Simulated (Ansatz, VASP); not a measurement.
## TaN in VASP and in Ansatz

```
Ta N
1.0
     0.00000    2.24437    2.17900
     2.24437    0.00000    2.17900
     2.24437    2.24437    0.00000
Ta N
1 1
Cartesian
  2.2444 2.2444 2.1790
  0.0000 0.0000 0.0000
```

Change from the starting cell: equal xx and yy strain of +3 %.

Alike in both runs: task single point; functional PBE; k mesh 9 × 9 × 9; occupations fermi-dirac, width 0.02 eV; no spin polarisation.

```csv
,VASP,Ansatz
version,VASP 6.6.1,Ansatz 0.2.0
potentials or method,"VASP PAW PBE potentials, release 64 (Ta_pv, N), cutoff 520 eV","all-electron LAPW, scalar-relativistic"
```

|  | VASP | Ansatz | Ansatz less VASP |
| --- | --- | --- | --- |
| pressure (GPa) | -4.6 | -5.2 | -0.53 |
| largest component of the traceless stress (GPa) | 11.14 | 10.95 | -0.184 |

Ansatz ran all-electron here, so the differences hold the error of VASP's frozen core and of both bases.

Spin-orbit coupling is left out, which matters for the levels of Ta.
